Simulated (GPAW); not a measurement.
# AlN (P6_3mc) in GPAW: further runs

The runs below take AlN through relaxation of cell and atoms, with PBEsol, PBEsol+D3, PBEsol+D3(BJ), PBEsol+D3(BJ)+ATM, PBEsol+D4.

Program: GPAW 26.7.0. These are calculated values, not measurements. Logs are shortened: lines on timing, memory, paths and dates and some standing lists are left out, and cuts for length are marked. The log counts tension as positive stress, the text compression.

## 1. The structure

The structure is hexagonal, space group P6_3mc (No. 186). Conventional cell: a = 3.113 Å, b = 3.113 Å, c = 4.981 Å, α = 90.00°, β = 90.00°, γ = 120.00°. Al (site symmetry 3m) is surrounded by 4 N at 1.89 Å. N (site symmetry 3m) has 4 Al at 1.89 Å as nearest neighbours.

## 2. Relaxation of cell and atoms, PBEsol

run.py

```python
from ase import Atoms
from ase.filters import FrechetCellFilter
from ase.io import write
from ase.optimize import BFGS
from gpaw import GPAW, PW, setup_paths

setup_paths.insert(0, '.')

atoms = Atoms(['Al', 'Al', 'N', 'N'],
              cell=[[3.113, 0.0, 0.0],
                    [-1.5565, 2.695937082, 0.0],
                    [0.0, 0.0, 4.981]],
              scaled_positions=[[0.6666666667, 0.3333333333, 0.5],
                                [0.3333333333, 0.6666666667, 0.0],
                                [0.6666666667, 0.3333333333, 0.88],
                                [0.3333333333, 0.6666666667, 0.38]],
              pbc=True)

calc = GPAW(mode=PW(800),
            xc='PBEsol',
            kpts={'size': (7, 7, 4), 'gamma': True},
            occupations={'name': 'fermi-dirac', 'width': 0.05},
            nbands=18,
            convergence={'density': 1e-05, 'forces': 0.0001},
            maxiter=150,
            txt='gpaw.txt')
atoms.calc = calc
opt = BFGS(FrechetCellFilter(atoms), trajectory='relax.traj', logfile='-')
done = opt.run(fmax=0.02, steps=60)
calc.write('gs.gpw')
write('result.traj', atoms)
print('Converged:', done)
print('Cell:', atoms.cell.cellpar().round(4))
print('Volume:', round(atoms.get_volume(), 4))
print(atoms.get_scaled_positions().round(5))
```

Potentials or basis: PAW data sets generated in the run's folder for this functional, pw.

Run with:

```
> gpaw-setup -f PBEsol Al N
> OMP_NUM_THREADS=1 python run.py
```

gpaw.txt:

```text
__  _  _
 | _ |_)|_||  |
 |__||  | ||/\| - 26.7.0

Input parameters:
  mode=PW(ecut=800.0),
  convergence={'density': 1e-05, 'forces': 0.0001},
  kpts=MonkhorstPack(size=(7, 7, 4), gamma=True),
  maxiter=150,
  nbands=18,
  occupations=Occupations(name='fermi-dirac', width=0.05),
  xc=XC(name='PBEsol')

Diagonalizing LCAO Hamiltonian
Converting LCAO to pw mode

           N

           Al
        N

        Al

Atoms  # Å, Bohr magnetons
|   | symbol |         x |        y |        z |    initial magnetic moments |
|---|--------|-----------|----------|----------|-----------------------------|
| 0 |     Al |  1.556500 | 0.898646 | 2.490500 | ( 0.0000,  0.0000,  0.0000) |
| 1 |     Al | -0.000000 | 1.797291 | 0.000000 | ( 0.0000,  0.0000,  0.0000) |
| 2 |      N |  1.556500 | 0.898646 | 4.383280 | ( 0.0000,  0.0000,  0.0000) |
| 3 |      N | -0.000000 | 1.797291 | 1.892780 | ( 0.0000,  0.0000,  0.0000) |

Unit cell  # Å
| periodic |         x |        y |        z |  lengths |     angles |
|----------|-----------|----------|----------|----------|------------|
|      yes |  3.113000 | 0.000000 | 0.000000 | 3.113000 |  90.000000 |
|      yes | -1.556500 | 2.695937 | 0.000000 | 3.113000 |  90.000000 |
|      yes |  0.000000 | 0.000000 | 4.981000 | 4.981000 | 120.000000 |

Number of symmetries: 6
Symmetry operations  # r_c * U_cc + t_c -> r_c
|   | kind |            matrix            |
|---|------|------------------------------|
| 0 |  σ   |  1, 1, 0,  0,-1, 0,  0, 0, 1 |
| 1 |  E   |  1, 0, 0,  0, 1, 0,  0, 0, 1 |
| 2 |  C3  |  0, 1, 0, -1,-1, 0,  0, 0, 1 |
| 3 |  σ   |  0,-1, 0, -1, 0, 0,  0, 0, 1 |
| 4 |  σ   | -1, 0, 0,  1, 1, 0,  0, 0, 1 |
| 5 |  C3  | -1,-1, 0,  1, 0, 0,  0, 0, 1 |
[... 367 lines left out ...]
convergence criteria:
- Maximum integral of absolute [dens]ity change: 1e-05 electrons / valence electron
- Maximum change in the atomic [forces] across last 2 cycles: 0.0001 eV/Ang OR
Maximum error relative to the maximum force is below inf
- Maximum [total energy] change in last 3 cyles: 0.0005 eV / valence electron
- Maximum integral of absolute [eigenst]ate change: 4e-08 eV^2 / valence electron
maximum number of iterations: 150

SCF iterations
|iter     | |      energy | eigst |  dens |force |
|---------|-|-------------|-------|-------|------|
|iter:   1| |  -31.251933 | -2.48 |       |      |
|iter:   2| |  -31.251657 | -5.23 | -2.37 |      |
|iter:   3| |  -31.250140c| -4.10 | -2.41 |      |
|iter:   4| |  -31.250123c| -5.53 | -3.17 |      |
|iter:   5| |  -31.250125c| -7.52c| -3.83 |      |
|iter:   6| |  -31.250125c| -8.40c| -4.16 |      |
|iter:   7| |  -31.250125c| -9.43c| -5.33c|      |
|iter:   8| |  -31.250125c|-10.05c| -5.79c|-3.79 |
|iter:   9| |  -31.250125c|-11.17c| -6.63c|-4.94c|

Converged in 9 steps
Energy contributions relative to reference atoms: (reference = -16132.195633)

Energy contributions:
  Kinetic:          35.205196
  Coulomb:         -30.782721
  Zero:              0.158842
  External:          0.000000
  Xc:              -35.831443
  Entropy:          -0.000000
  Spinorbit:         0.000000
  ----------------------------
  Free energy:     -31.250125
  Extrapolated:    -31.250125

dipole moment: (-0.000000, -0.000001, 10.142029)  # |e|*Ang

Fermi level: 8.108
Eigenvalues  # (at kpt = [0.000, 0.000, 0.000])
| band index |      eig [eV] | occ [0-2] |
|------------|---------------|-----------|
|          0 |        -9.109 |     2.000 |
|          1 |        -6.923 |     2.000 |
|          2 |        -0.012 |     2.000 |
|          3 |         5.185 |     2.000 |
|          4 |         5.185 |     2.000 |
|          5 |         5.844 |     2.000 |
[... 192 lines left out ...]
convergence criteria:
- Maximum integral of absolute [dens]ity change: 1e-05 electrons / valence electron
- Maximum change in the atomic [forces] across last 2 cycles: 0.0001 eV/Ang OR
Maximum error relative to the maximum force is below inf
- Maximum [total energy] change in last 3 cyles: 0.0005 eV / valence electron
- Maximum integral of absolute [eigenst]ate change: 4e-08 eV^2 / valence electron
maximum number of iterations: 150

SCF iterations
|iter     | |      energy | eigst |  dens |force |
|---------|-|-------------|-------|-------|------|
|iter:   1| |  -31.255986 | -2.08 |       |      |
|iter:   2| |  -31.255254 | -4.82 | -2.18 |      |
|iter:   3| |  -31.251224c| -3.69 | -2.21 |      |
|iter:   4| |  -31.251156c| -5.11 | -2.99 |      |
|iter:   5| |  -31.251157c| -6.98 | -3.68 |      |
|iter:   6| |  -31.251158c| -8.05c| -3.97 |      |
|iter:   7| |  -31.251158c| -8.95c| -5.14c|      |
|iter:   8| |  -31.251158c| -9.59c| -5.58c|-3.51 |
|iter:   9| |  -31.251158c|-10.66c| -6.56c|-4.57c|

Converged in 9 steps
Energy contributions relative to reference atoms: (reference = -16132.195633)

Energy contributions:
  Kinetic:          34.826695
  Coulomb:         -30.482542
  Zero:              0.158893
  External:          0.000000
  Xc:              -35.754203
  Entropy:           0.000000
  Spinorbit:         0.000000
  ----------------------------
  Free energy:     -31.251158
  Extrapolated:    -31.251158

dipole moment: (-0.000000, -0.000001, 10.146876)  # |e|*Ang

Fermi level: 8.089
Eigenvalues  # (at kpt = [0.000, 0.000, 0.000])
| band index |      eig [eV] | occ [0-2] |
|------------|---------------|-----------|
|          0 |        -9.115 |     2.000 |
|          1 |        -6.938 |     2.000 |
|          2 |        -0.015 |     2.000 |
|          3 |         5.162 |     2.000 |
|          4 |         5.162 |     2.000 |
|          5 |         5.819 |     2.000 |
[... 40 lines left out ...]
        Al

Atoms  # Å, Bohr magnetons
|   | symbol |         x |        y |         z |    initial magnetic moments |
|---|--------|-----------|----------|-----------|-----------------------------|
| 0 |     Al |  1.557682 | 0.899328 |  2.489304 | ( 0.0000,  0.0000,  0.0000) |
| 1 |     Al | -0.000000 | 1.798657 | -0.005143 | ( 0.0000,  0.0000,  0.0000) |
| 2 |      N |  1.557682 | 0.899328 |  4.395389 | ( 0.0000,  0.0000,  0.0000) |
| 3 |      N | -0.000000 | 1.798657 |  1.900932 | ( 0.0000,  0.0000,  0.0000) |

Unit cell  # Å
| periodic |         x |         y |         z |  lengths |     angles |
|----------|-----------|-----------|-----------|----------|------------|
|      yes |  3.115365 |  0.000000 |  0.000000 | 3.115365 |  90.000000 |
|      yes | -1.557682 |  2.697985 | -0.000000 | 3.115365 |  90.000000 |
|      yes |  0.000000 | -0.000000 |  4.988893 | 4.988893 | 120.000000 |

Number of symmetries: 6
Symmetry operations  # r_c * U_cc + t_c -> r_c
|   | kind |            matrix            |
|---|------|------------------------------|
| 0 |  σ   |  1, 1, 0,  0,-1, 0,  0, 0, 1 |
| 1 |  E   |  1, 0, 0,  0, 1, 0,  0, 0, 1 |
| 2 |  C3  |  0, 1, 0, -1,-1, 0,  0, 0, 1 |
| 3 |  σ   |  0,-1, 0, -1, 0, 0,  0, 0, 1 |
| 4 |  σ   | -1, 0, 0,  1, 1, 0,  0, 0, 1 |
| 5 |  C3  | -1,-1, 0,  1, 0, 0,  0, 0, 1 |

BZ-sampling:
  Number of BZ points: 196
  Number of IBZ points: 28
[... 181 lines left out ...]
Gap: 4.101 eV
Transition (v -> c):
  (s=0, k=0, n=7, [0.00, 0.00, 0.00]) -> (s=0, k=0, n=8, [0.00, 0.00, 0.00])
No difference between direct/indirect transitions

Stress tensor  # eV/Ang^3
|         x |         y |         z |
|-----------|-----------|-----------|
| -0.003311 |  0.000000 |  0.000000 |
| -0.000000 | -0.003311 | -0.000000 |
|  0.000000 | -0.000000 | -0.001296 |

Forces  # eV/Ang
|        x |        y |        z |
|----------|----------|----------|
| -0.00000 |  0.00000 |  0.01351 |  # Al   0
|  0.00000 | -0.00000 |  0.01351 |  # Al   1
|  0.00000 |  0.00000 | -0.01327 |  # N    2
| -0.00000 |  0.00000 | -0.01324 |  # N    3

Interpolating wave functions to new cell

           N

           Al
        N

        Al

Atoms  # Å, Bohr magnetons
|   | symbol |         x |        y |         z |    initial magnetic moments |
|---|--------|-----------|----------|-----------|-----------------------------|
| 0 |     Al |  1.558732 | 0.899934 |  2.490521 | ( 0.0000,  0.0000,  0.0000) |
| 1 |     Al | -0.000000 | 1.799869 | -0.005100 | ( 0.0000,  0.0000,  0.0000) |
| 2 |      N |  1.558732 | 0.899934 |  4.397430 | ( 0.0000,  0.0000,  0.0000) |
| 3 |      N | -0.000000 | 1.799869 |  1.901798 | ( 0.0000,  0.0000,  0.0000) |

Unit cell  # Å
| periodic |         x |         y |         z |  lengths |     angles |
|----------|-----------|-----------|-----------|----------|------------|
|      yes |  3.117465 | -0.000000 | -0.000000 | 3.117465 |  90.000000 |
|      yes | -1.558732 |  2.699803 |  0.000000 | 3.117465 |  90.000000 |
|      yes | -0.000000 |  0.000000 |  4.991241 | 4.991241 | 120.000000 |

Number of symmetries: 6
Symmetry operations  # r_c * U_cc + t_c -> r_c
|   | kind |            matrix            |
|---|------|------------------------------|
| 0 |  σ   |  1, 1, 0,  0,-1, 0,  0, 0, 1 |
| 1 |  E   |  1, 0, 0,  0, 1, 0,  0, 0, 1 |
| 2 |  C3  |  0, 1, 0, -1,-1, 0,  0, 0, 1 |
| 3 |  σ   |  0,-1, 0, -1, 0, 0,  0, 0, 1 |
| 4 |  σ   | -1, 0, 0,  1, 1, 0,  0, 0, 1 |
| 5 |  C3  | -1,-1, 0,  1, 0, 0,  0, 0, 1 |

BZ-sampling:
  Number of BZ points: 196
  Number of IBZ points: 28
[... 164 lines left out ...]
|          2 |        -0.027 |     2.000 |
|          3 |         5.139 |     2.000 |
|          4 |         5.139 |     2.000 |
|          5 |         5.796 |     2.000 |
[... 8 lines left out ...]
|         14 |        18.992 |     0.000 |
|         15 |        18.992 |     0.000 |
|        ... |               |           |
|         17 |        20.364 |     0.000 |

Gap: 4.084 eV
Transition (v -> c):
  (s=0, k=0, n=7, [0.00, 0.00, 0.00]) -> (s=0, k=0, n=8, [0.00, 0.00, 0.00])
No difference between direct/indirect transitions

Stress tensor  # eV/Ang^3
|         x |         y |        z |
|-----------|-----------|----------|
| -0.000734 |  0.000000 | 0.000000 |
|  0.000000 | -0.000734 | 0.000000 |
| -0.000000 |  0.000000 | 0.000560 |

Forces  # eV/Ang
|        x |        y |        z |
|----------|----------|----------|
|  0.00000 |  0.00000 |  0.01073 |  # Al   0
| -0.00000 |  0.00000 |  0.01073 |  # Al   1
|  0.00000 | -0.00000 | -0.01046 |  # N    2
|  0.00000 |  0.00000 | -0.01044 |  # N    3

# Writing to gs.gpw (mode='')
```

It took 67 s on 1 thread of Intel Xeon 6975P-C (Granite Rapids), shared host; peak memory 0.21 GiB.

What came out:

| Quantity | Value |
| --- | --- |
| Free energy | -31.2518 eV |
| Relaxed volume | 10.50 Å³/atom |
| Relaxed cell | a = 3.117 Å, b = 3.117 Å, c = 4.991 Å, α = 90.00°, β = 90.00°, γ = 120.00° |
| Space group after relaxing (to 0.05 Å) | P6_3mc (No. 186) |
| Energy gained by relaxing | 0.7 meV/atom |
| Ionic steps | 5 |
| Pressure after relaxing | 0.0 GPa |
| Largest force after relaxing | 0.011 eV/Å |
| Band gap on the k mesh | 4.08 eV, direct |

Forces on the atoms (eV/Å):
```
Al   0.000  0.000  0.011
Al   0.000  0.000  0.011
N    0.000  0.000 -0.010
N    0.000  0.000 -0.010
```

Stress tensor (GPa, compression positive):
```
 0.12  0.00  0.00
 0.00  0.12  0.00
 0.00  0.00 -0.09
```

Step by step:
| step | energy change (eV) | largest force (eV/Å) | pressure (GPa) | volume (Å³) |
| --- | --- | --- | --- | --- |
| 1 | 0.0000 | 0.1341 | 1.10 | 41.80 |
| 2 | -0.0012 | 0.0777 | 0.92 | 41.84 |
| 3 | -0.0023 | 0.0086 | 0.54 | 41.91 |
| 4 | -0.0024 | 0.0135 | 0.42 | 41.93 |
| 5 | -0.0029 | 0.0107 | 0.05 | 42.01 |

Final structure:
```
Al N
1.0
     3.11746    0.00000    0.00000
    -1.55873    2.69980    0.00000
     0.00000    0.00000    4.99124
Al N
2 2
Direct
  0.66667 0.33333 0.49898
  0.33333 0.66667 0.99898
  0.66667 0.33333 0.88103
  0.33333 0.66667 0.38103
```

Caveat: later steps reuse the first step's grids. Zero-point motion and thermal expansion aren't in these numbers.

## 3. Relaxation of cell and atoms, PBEsol+D3

Changes to run.py since step 2:

```diff
@@ -1,2 +1,3 @@
 from ase import Atoms
+from ase.calculators.mixing import SumCalculator
 from ase.filters import FrechetCellFilter
@@ -4,2 +5,3 @@
 from ase.optimize import BFGS
+from dftd3.ase import DFTD3
 from gpaw import GPAW, PW, setup_paths
@@ -26,3 +28,3 @@
             txt='gpaw.txt')
-atoms.calc = calc
+atoms.calc = SumCalculator([calc, DFTD3(method='pbesol', damping='d3zero')])
 opt = BFGS(FrechetCellFilter(atoms), trajectory='relax.traj', logfile='-')
```

Potentials or basis: PAW data sets generated in the run's folder for this functional, pw.

Run with:

```
> gpaw-setup -f PBEsol Al N
> OMP_NUM_THREADS=1 python run.py
```

Run time: 58 s. Hardware: 1 thread of Intel Xeon 6975P-C (Granite Rapids), shared host; peak memory 0.21 GiB.

The run converged. Its results:

```
Free energy                            : -31.7577 eV
Relaxed volume                         : 10.39 Å³/atom
Relaxed cell                           : a = 3.106 Å, b = 3.106 Å, c = 4.976 Å, α = 90.00°, β = 90.00°, γ = 120.00°
Space group after relaxing (to 0.05 Å) : P6_3mc (No. 186)
Energy gained by relaxing              : 0.3 meV/atom
Ionic steps                            : 5
Pressure after relaxing                : 0.0 GPa
Largest force after relaxing           : 0.010 eV/Å
Band gap on the k mesh                 : 4.18 eV, direct
Dispersion energy per atom             : -0.128 eV
```

Forces in eV/Å, atoms in the order of the input:
```
Al   0.000  0.000  0.010
Al   0.000  0.000  0.010
N    0.000  0.000 -0.010
N    0.000  0.000 -0.010
```

Stress tensor (GPa, compression positive):
```
 0.01  0.00  0.00
 0.00  0.01  0.00
 0.00  0.00 -0.10
```

Step by step:
```
step  energy change (eV)  largest force (eV/Å)  pressure (GPa)  volume (Å³)
   1              0.0000                0.1213           -1.18        41.80
   2             -0.0009                0.0698           -1.03        41.77
   3             -0.0013                0.0168           -0.62        41.68
   4             -0.0013                0.0201           -0.47        41.65
   5             -0.0011                0.0099           -0.03        41.56
```

Final structure:
```
Al N
1.0
     3.10572    0.00000    0.00000
    -1.55286    2.68963    0.00000
     0.00000    0.00000    4.97582
Al N
2 2
Direct
  0.66667 0.33333 0.49912
  0.33333 0.66667 0.99912
  0.66667 0.33333 0.88089
  0.33333 0.66667 0.38089
```

Levels at points of the mesh, in eV from the valence-band top:
```
           k point  band 4  band 5  band 6  band 7  band 8  band 9  band 10  band 11  band 12  band 13
(0.00, 0.00, 0.00)   -0.87   -0.87   -0.22   -0.22    0.00    4.18     6.62    10.55    11.07    11.07
(0.00, 0.00, 0.50)   -3.38   -0.55   -0.55   -0.55   -0.55    6.44     6.44    10.25    10.25    11.39
```

Caveat: later steps reuse the first step's grids. Expect the measured gap to be larger: semilocal functionals such as PBEsol lack the derivative discontinuity.

## 4. Relaxation of cell and atoms, PBEsol+D3(BJ)

Changes to run.py since step 3:

```diff
@@ -28,3 +28,3 @@
             txt='gpaw.txt')
-atoms.calc = SumCalculator([calc, DFTD3(method='pbesol', damping='d3zero')])
+atoms.calc = SumCalculator([calc, DFTD3(method='pbesol', damping='d3bj')])
 opt = BFGS(FrechetCellFilter(atoms), trajectory='relax.traj', logfile='-')
```

Run with:

```
> gpaw-setup -f PBEsol Al N
> OMP_NUM_THREADS=1 python run.py
```

It took 50 s on 1 thread of Intel Xeon 6975P-C (Granite Rapids), shared host; peak memory 0.26 GiB.

Results (log left out):

```yaml
Free_energy: -32.1534 eV
Relaxed_volume: 10.33 Å³/atom
Relaxed_cell: a = 3.100 Å, b = 3.100 Å, c = 4.962 Å, α = 90.00°, β = 90.00°, γ = 120.00°
Space_group_after_relaxing_to_0.05_Å: P6_3mc (No. 186)
Energy_gained_by_relaxing: 0.7 meV/atom
Ionic_steps: 5
Pressure_after_relaxing: 0.0 GPa
Largest_force_after_relaxing: 0.011 eV/Å
Band_gap_on_the_k_mesh: 4.23 eV, direct
Dispersion_energy_per_atom: -0.228 eV
```

Forces on the atoms (eV/Å):
```
Al   0.000  0.000  0.011
Al   0.000  0.000  0.011
N    0.000  0.000 -0.010
N    0.000  0.000 -0.010
```

Stress tensor (GPa, compression positive):
```
 0.18  0.00  0.00
 0.00  0.18  0.00
 0.00  0.00 -0.30
```

The path:
```
step  energy change (eV)  largest force (eV/Å)  pressure (GPa)  volume (Å³)
   1              0.0000                0.1345           -2.41        41.80
   2             -0.0016                0.0795           -2.08        41.73
   3             -0.0030                0.0460           -0.96        41.50
   4             -0.0031                0.0454           -0.64        41.43
   5             -0.0029                0.0106            0.02        41.30
```

Final structure:
```
Al N
1.0
     3.10025    0.00000    0.00000
    -1.55012    2.68489    0.00000
     0.00000    0.00000    4.96215
Al N
2 2
Direct
  0.66667 0.33333 0.49890
  0.33333 0.66667 0.99890
  0.66667 0.33333 0.88111
  0.33333 0.66667 0.38111
```

Levels at points of the mesh, in eV from the valence-band top:
```csv
k point,band 6,band 7,band 8,band 9,band 10,band 11
"(0.00, 0.00, 0.00)",-0.23,-0.23,0.00,4.23,6.65,10.60
"(0.00, 0.00, 0.50)",-0.57,-0.57,-0.57,6.48,6.48,10.30
```

Caveat: later steps reuse the first step's grids.

(Part 1 of 2 ends here.)
